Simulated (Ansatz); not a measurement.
## GaN: Born charges and dielectric tensor with PBE

The system is GaN.

```xyz
2
Lattice="0.0000 2.1352 2.1352 2.1352 0.0000 2.1352 2.1352 2.1352 0.0000" Properties=species:S:1:pos:R:3 pbc="T T T"
Ga    0.0000    0.0000    0.0000
N     2.1352    2.1352    2.1352
```

Measurements of this composition are mostly on another form, of space group No. 186.

| Property | Result |
| --- | --- |
| Program | Ansatz 0.2.0 |
| Task | Born charges and dielectric tensor |
| Functional | PBE |
| Potentials or basis | Ansatz PAW |
| Cutoff | 420 eV (not typed: the program's choice for these potentials) |
| k mesh | 10 × 10 × 10 |
| Occupations | fixed |
| Spin | no spin polarisation |

```yaml
Band_gap_on_the_k_mesh: 0.43 eV, indirect (least direct gap 2.36 eV)
Electronic_dielectric_tensor_diagonal: 8.57
Born_charges_mean_of_the_diagonal: Ga +3.64; N -3.64 e
```

Levels at points of the mesh, in eV from the valence-band top:
| k point | band 7 | band 8 | band 9 | band 10 | band 11 | band 12 |
| --- | --- | --- | --- | --- | --- | --- |
| (0.00, 0.00, 0.00) | -0.45 | -0.45 | -0.45 | 1.91 | 14.47 | 14.47 |
| (0.00, 0.00, -0.50) | -8.06 | -0.15 | -0.15 | 4.59 | 8.96 | 8.96 |
| (0.00, -0.50, -0.50) | -6.85 | -2.90 | -2.90 | 0.43 | 7.81 | 11.65 |
| (-0.50, 0.00, -0.50) | -6.85 | -2.90 | -2.90 | 0.43 | 7.81 | 11.65 |

Electronic dielectric tensor:
```
8.57 0.00 0.00
0.00 8.57 0.00
0.00 0.00 8.57
```

Born effective charge tensors (e):
atom 1, Ga
```
3.64 0.00 0.00
0.00 3.64 0.00
0.00 0.00 3.64
```
atom 2, N
```
-3.64  0.00  0.00
 0.00 -3.64  0.00
 0.00  0.00 -3.64
```

It took 26 s on 2 threads of AMD EPYC 7R43 64-Core Processor (Zen 3), on a shared host, peak memory 0.54 GiB.

Caveat: the gap is small at this level, which inflates the dielectric constant. Expect the measured gap to be larger: semilocal functionals such as PBE lack the derivative discontinuity.
